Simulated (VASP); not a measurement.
# HC16 (a cell with a defect) in VASP: a series of runs

One crystal, HC16 (a cell with a defect), is run at these levels: PBE; tasks: single point.

Program: VASP 6.6.1. These are calculated values, not measurements. Logs are shortened: lines on timing, memory, paths and dates and some standing lists are left out, and cuts for length are marked.

## Step 1: The crystal as given

The cell holds a defect, 17 atoms: a = 5.049 Å, b = 5.049 Å, c = 5.049 Å, α = 60.00°, β = 60.00°, γ = 60.00°.

The cell was built by a generator and needn't be a form met in nature.

## Step 2: Single point, PBE, collinear spin, typed start

The input, INCAR:

```
SYSTEM = HC16
  PREC = Accurate
  ENCUT = 520
  EDIFF = 1E-6
  ISMEAR = -1
  SIGMA = 0.05
  LREAL = Auto
  LASPH = .TRUE.
  NELM = 150
  ALGO = Normal
  ISIF = 2
  LWAVE = .FALSE.
  LCHARG = .FALSE.
  ISPIN = 2
  MAGMOM = 0 0 0 0 0 0 0 0 0 0 0 0 0 0 0 0 1
  LORBIT = 11
  GGA = PE
  NBANDS = 50
```

The input, KPOINTS:

```
regular mesh
0
G
  3 3 3
  0 0 0
```

The input, POSCAR:

```
HC16
1.0
    0.0000000000      3.5700000000      3.5700000000
    3.5700000000      0.0000000000      3.5700000000
    3.5700000000      3.5700000000      0.0000000000
C H
16 1
Direct
   -0.0354761905      0.0052521008      0.0060364146
    0.0901680672      0.0986274510      0.1463305322
   -0.0384453782      0.0045238095      0.5209383754
    0.0802941176      0.1610504202      0.6258683473
   -0.0188795518      0.4850980392      0.0256582633
    0.1068767507      0.6232633053      0.1587815126
   -0.0298739496      0.5262324930      0.5051120448
    0.0662044818      0.6367366947      0.6550840336
    0.4710924370     -0.0075350140      0.0236134454
    0.5933753501      0.1015546218      0.1594537815
    0.4600420168      0.0241876751      0.5035994398
    0.5578711485      0.1290196078      0.6808403361
    0.4878851541      0.4589775910      0.0203781513
    0.6046778711      0.5974509804      0.1777591036
    0.4234593838      0.5170168067      0.5396498599
    0.5682913165      0.6385994398      0.6631092437
    0.9092016807      0.8935714286      0.8049719888
```

Potentials or basis: VASP PAW PBE potentials, release 64 (C, H).

On the command line:

```sh
$ cat potpaw_PBE.64/C/POTCAR potpaw_PBE.64/H/POTCAR > POTCAR
$ mpirun -np 1 vasp_std > vasp.out
```

OUTCAR:

```text
SYSTEM = HC16
   PREC = Accurate
   ENCUT = 520
   EDIFF = 1E-6
   ISMEAR = -1
   LREAL = Auto
   LASPH = .TRUE.
   NELM = 150
   ISIF = 2
   ISPIN = 2
   LORBIT = 11
   GGA = PE

 ion  position               nearest neighbor table
   1  0.965  0.005  0.006-   2 1.49  10 1.54   4 1.57   6 1.58
   2  0.090  0.099  0.146-   1 1.49   3 1.55   9 1.57   5 1.60
   3  0.962  0.005  0.521-  17 1.19   8 1.52   2 1.55   4 1.57  12 1.67
   4  0.080  0.161  0.626-   7 1.51  11 1.57   1 1.57   3 1.57
   5  0.981  0.485  0.026-   8 1.54  14 1.56   2 1.60   6 1.64
   6  0.107  0.623  0.159-   7 1.43   1 1.58  13 1.59   5 1.64
   7  0.970  0.526  0.505-   6 1.43   8 1.48   4 1.51  16 1.66
   8  0.066  0.637  0.655-  15 1.47   7 1.48   3 1.52   5 1.54
   9  0.471  0.992  0.024-  12 1.42  10 1.52   2 1.57  14 1.63
  10  0.593  0.102  0.159-  11 1.43  13 1.48   9 1.52   1 1.54
  11  0.460  0.024  0.504-  10 1.43   4 1.57  12 1.58  16 1.60
  12  0.558  0.129  0.681-   9 1.42  11 1.58  15 1.60   3 1.67
  13  0.488  0.459  0.020-  10 1.48  16 1.50   6 1.59  14 1.70
  14  0.605  0.597  0.178-  15 1.52   5 1.56   9 1.63  13 1.70
  15  0.423  0.517  0.540-   8 1.47  14 1.52  12 1.60  16 1.61
  16  0.568  0.639  0.663-  13 1.50  11 1.60  15 1.61   7 1.66
  17  0.909  0.894  0.805-   3 1.19

  LATTYP: Found a face centered cubic cell.
 ALAT       =     7.1400000000

  Lattice vectors:

 A1 = (   0.0000000000,   3.5700000000,   3.5700000000)
 A2 = (   3.5700000000,   0.0000000000,   3.5700000000)
 A3 = (   3.5700000000,   3.5700000000,   0.0000000000)

Analysis of symmetry for initial positions (statically):
=====================================================================
 Subroutine PRICEL returns:
 Original cell was already a primitive cell.

 Routine SETGRP: Setting up the symmetry group for a
 face centered cubic supercell.

 Subroutine GETGRP returns: Found  1 space group operations
 (whereof  1 operations were pure point group operations)
 out of a pool of 48 trial point group operations.

The static configuration has the point symmetry C_1 .

Analysis of symmetry for dynamics (positions and initial velocities):
=====================================================================
 Subroutine PRICEL returns:
 Original cell was already a primitive cell.

 Routine SETGRP: Setting up the symmetry group for a
 face centered cubic supercell.

 Subroutine GETGRP returns: Found  1 space group operations
 (whereof  1 operations were pure point group operations)
 out of a pool of 48 trial point group operations.

The dynamic configuration has the point symmetry C_1 .

Analysis of structural, dynamic, and magnetic symmetry:
=====================================================================
 Subroutine PRICEL returns:
 Original cell was already a primitive cell.

 Routine SETGRP: Setting up the symmetry group for a
 face centered cubic supercell.

 Subroutine GETGRP returns: Found  1 space group operations
 (whereof  1 operations were pure point group operations)
 out of a pool of 48 trial point group operations.

The overall configuration has the point symmetry C_1 .

 Subroutine INISYM returns: Found  1 space group operations
 (whereof  1 operations are pure point group operations),
 and found     1 'primitive' translations

----------------------------------------------------------------------------------------

                                     Primitive cell

  volume of cell :      90.9986

  direct lattice vectors                    reciprocal lattice vectors
     0.000000000  3.570000000  3.570000000    -0.140056022  0.140056022  0.140056022
     3.570000000  0.000000000  3.570000000     0.140056022 -0.140056022  0.140056022
     3.570000000  3.570000000  0.000000000     0.140056022  0.140056022 -0.140056022

  length of vectors
     5.048742418  5.048742418  5.048742418     0.242584147  0.242584147  0.242584147

  position of ions in fractional coordinates (direct lattice)
     0.964523810  0.005252101  0.006036415
     0.090168067  0.098627451  0.146330532
     0.961554622  0.004523810  0.520938375
     0.080294118  0.161050420  0.625868347
     0.981120448  0.485098039  0.025658263
     0.106876751  0.623263305  0.158781513
[... 79 lines left out ...]
   ions per type =              16   1
   NGX,Y,Z   is equivalent  to a cutoff of  13.17, 13.17, 13.17 a.u.
   NGXF,Y,Z  is equivalent  to a cutoff of  26.34, 26.34, 26.34 a.u.
 SYSTEM =  HC16
   PREC   = accura    normal or accurate (medium, high low for compatibility)
   ISTART =      0    job   : 0-new  1-cont  2-samecut
   ICHARG =      2    charge: 1-file 2-atom 10-const
   ISPIN  =      2    spin polarized calculation?
   LNONCOLLINEAR =      F non collinear calculations
   LSORBIT =      F    spin-orbit coupling
   LASPH  =      T    aspherical Exc in radial PAW
   ENCUT  =  520.0 eV  38.22 Ry    6.18 a.u.   9.39  9.39  9.39*2*pi/ulx,y,z
   NELM   =    150;   NELMIN=  2; NELMDL= -5     # of ELM steps
   EDIFF  = 0.1E-05   stopping-criterion for ELM
   LREAL  =      T    real-space projection
   EDIFFG = 0.1E-04   stopping-criterion for IOM
   NSW    =      0    number of steps for IOM
   IBRION =     -1    ionic relax: 0-MD 1-quasi-New 2-CG
   NFREE  =      0    steps in history (QN), initial steepest desc. (CG)
   ISIF   =      2    stress and relaxation
   ISYM   =      2    0-nonsym 1-usesym 2-fastsym
   POTIM  = 0.5000    time-step for ionic-motion
   TEBEG  =    0.0;   TEEND  =   0.0 temperature during run
   PSTRESS=    0.0 pullay stress
   NELECT =      65.0000    total number of electrons
   NUPDOWN=      -1.0000    fix difference up-down
   EMIN   =  10.00;   EMAX   =-10.00  energy-range for DOS
   EFERMI =   0.00;   METHOD = LEGACY
   ISMEAR =    -1;   SIGMA  =   0.05  broadening in eV -4-tet -1-fermi 0-gaus
   EFERMI_NEDOS =   21; number of points for ismear=-14 and -15
   IALGO  =     38    algorithm
   IMIX   =      4    mixing-type and parameters
     AMIX     =   0.40;   BMIX     =  1.00
     AMIX_MAG =   1.60;   BMIX_MAG =  1.00
  volume/ion in A,a.u.               =       5.35        36.12
  Fermi-wavevector in a.u.,A,eV,Ry     =   1.463416  2.765455 29.138043  2.141586
  Thomas-Fermi vector in A             =   2.579513
   LORBIT       =     11    0 simple, 1 ext, 2 COOP (PROOUT), +10 PAW based schemes
   GGA     = PE    functional components
   LHFCALC =     F    Hartree Fock is set to
   AEXX    =    0.0000 exact exchange contribution
   IVDW    =     0    specifies the selected vdW correction
   LEPSILON=     F    determine dielectric tensor
   LRPA    =     F    only Hartree local field effects (RPA)
 spin polarized calculation
  energy-cutoff  :      520.00
  volume of cell :       91.00
 maximum number of plane-waves:      2453
 NGX is ok and might be reduce to    40
   NGX = 19   NGY = 19   NGZ = 19

 number of electron      65.0000000 magnetization      -0.0000530

 number of electron      65.0000000 magnetization       0.0000313

 Free energy of the ion-electron system (eV)
  ---------------------------------------------------
  ext. energy  EPLUGINS =         0.00000000
  ---------------------------------------------------
  free energy    TOTEN  =      -138.87326563 eV

  energy without entropy =     -138.85980414  energy(sigma->0) =     -138.86653489

 E-fermi :  12.6584     XC(G=0): -13.3625

 val. band max:       12.6192948976   @ k =   0.3333   0.0000   0.3333
 cond. band min:      13.2090539367   @ k =   0.3333   0.0000  -0.3333
 fundamental gap:      0.5897590391
 Fermi energy:        12.6583513547

 spin component 1

 k-point     1 :       0.0000    0.0000    0.0000
  band No.  band energies     occupation
      1     -12.0311      1.00000
      2      -6.9796      1.00000
      3      -6.3795      1.00000
      4      -6.0231      1.00000
      5      -5.5966      1.00000
      6      -4.8233      1.00000
[... 647 lines left out ...]
     43      19.1435      0.00000
     44      19.4561      0.00000
 Fermi energy:        12.6583513547

 spin component 2

 k-point     1 :       0.0000    0.0000    0.0000
  band No.  band energies     occupation
      1     -12.0311      1.00000
      2      -6.9796      1.00000
      3      -6.3795      1.00000
      4      -6.0231      1.00000
      5      -5.5966      1.00000
      6      -4.8233      1.00000
[... 647 lines left out ...]
     43      19.1435      0.00000
     44      19.4561      0.00000
 [bands above 44 left out]

------------------------ aborting loop because EDIFF is reached ----------------------------------------

  FORCE on cell =-STRESS in cart. coord.  units (eV):
  Direction    XX          YY          ZZ          XY          YZ          ZX
  --------------------------------------------------------------------------------------
  -------------------------------------------------------------------------------------
  Total       11.4987273     11.6340661     13.0861095      3.5073990     -2.5717928      0.4056336
  in kB      202.4536974    204.8365559    230.4021287     61.7534346    -45.2805726      7.1418350
  external PRESSURE =     212.5641273 kB  Pullay stress =       0.0000000 kB

 VOLUME and BASIS-vectors are now :
 -----------------------------------------------------------------------------
  energy-cutoff  :      520.00
  volume of cell :       91.00
      direct lattice vectors                 reciprocal lattice vectors
     0.000000000  3.570000000  3.570000000    -0.140056022  0.140056022  0.140056022
     3.570000000  0.000000000  3.570000000     0.140056022 -0.140056022  0.140056022
     3.570000000  3.570000000  0.000000000     0.140056022  0.140056022 -0.140056022

 POSITION                                       TOTAL-FORCE (eV/Angst)
 -----------------------------------------------------------------------------------
      0.04030      3.46490      3.46210        -0.609706      1.940822     -0.624270
      0.87450      0.84430      0.67400         2.490153      0.053043      4.195654
      1.87590      5.29250      3.44890         1.794837     -2.181792     -0.600905
      2.80930      2.52100      0.86160        -1.383290      1.721984      0.469155
      1.82340      3.59420      5.23440         2.308575      0.236656     -2.298066
      2.79190      0.94840      2.60660        -4.272060     -2.895909      0.107977
[... 9 lines left out ...]
      4.64710      4.39610      4.30860        -2.747500     -0.898940      0.662104
      6.06380      6.11960      6.43590         1.485635      1.253715     -1.438553
 -----------------------------------------------------------------------------------
    total drift:                                0.004730     -0.001471      0.010309

  FREE ENERGIE OF THE ION-ELECTRON SYSTEM (eV)
  ---------------------------------------------------
  free  energy   TOTEN  =      -138.8732656293 eV

  energy  without entropy=     -138.8598041428  energy(sigma->0) =     -138.86653489

 total charge

# of ion       s       p       d       tot
------------------------------------------
    1        0.831   1.750   0.000   2.581
    2        0.856   1.718   0.000   2.574
    3        0.832   1.745   0.000   2.577
    4        0.848   1.708   0.000   2.556
    5        0.831   1.687   0.000   2.517
    6        0.841   1.725   0.000   2.566
[... 9 lines left out ...]
   16        0.841   1.672   0.000   2.513
   17        0.584   0.087   0.000   0.671
--------------------------------------------------
tot         14.021  27.919   0.000  41.939

 magnetization (x)

# of ion       s       p       d       tot
------------------------------------------
    1        0.000   0.000   0.000   0.000
    2        0.000   0.000   0.000   0.000
    3        0.000   0.000   0.000   0.000
    4        0.000   0.000   0.000   0.000
    5        0.000   0.000   0.000   0.000
    6        0.000   0.000   0.000   0.000
[... 9 lines left out ...]
   16        0.000   0.000   0.000   0.000
   17        0.000   0.000   0.000   0.000
--------------------------------------------------
tot          0.000   0.000   0.000   0.000
```

It took 5.1 min on 1 thread of Intel Xeon Platinum 8488C (Sapphire Rapids), shared host; peak memory 0.32 GiB.

What came out:

- Free energy: -138.8733 eV
- Pressure: 21.3 GPa
- Largest force: 7.160 eV/Å
- Band gap on the k mesh: none (metal or under the smearing width)
- Net moment: 0.00 μB per cell
- Valence electrons inside the program's atomic spheres: C 2.58, 2.57, 2.56, 2.52, 2.65, 2.66, 2.62, 2.69, 2.59, 2.49, 2.51; H 0.67

Forces in eV/Å, atoms in the order of the input:
```
C   -0.610  1.941 -0.624
C    2.490  0.053  4.196
C    1.795 -2.182 -0.601
C   -1.383  1.722  0.469
C    2.309  0.237 -2.298
C   -4.272 -2.896  0.108
C    1.356 -0.383 -4.354
C   -1.651  1.527  0.635
C    0.114  1.910 -4.591
C   -0.970 -2.374  2.739
C    2.955  3.849 -4.422
C   -3.703 -3.561  4.126
C    6.592 -0.635  2.724
C   -1.523 -3.847  0.212
C   -2.236  4.284  2.459
C   -2.748 -0.899  0.662
H    1.486  1.254 -1.439
```

Caveat: the k mesh is coarse (spacing up to 0.51 Å⁻¹), so the values aren't converged; so large a pressure means that the cell lies far from this level's equilibrium, or that cutoff or potentials fall short.

(Part 1 of 2 ends here.)
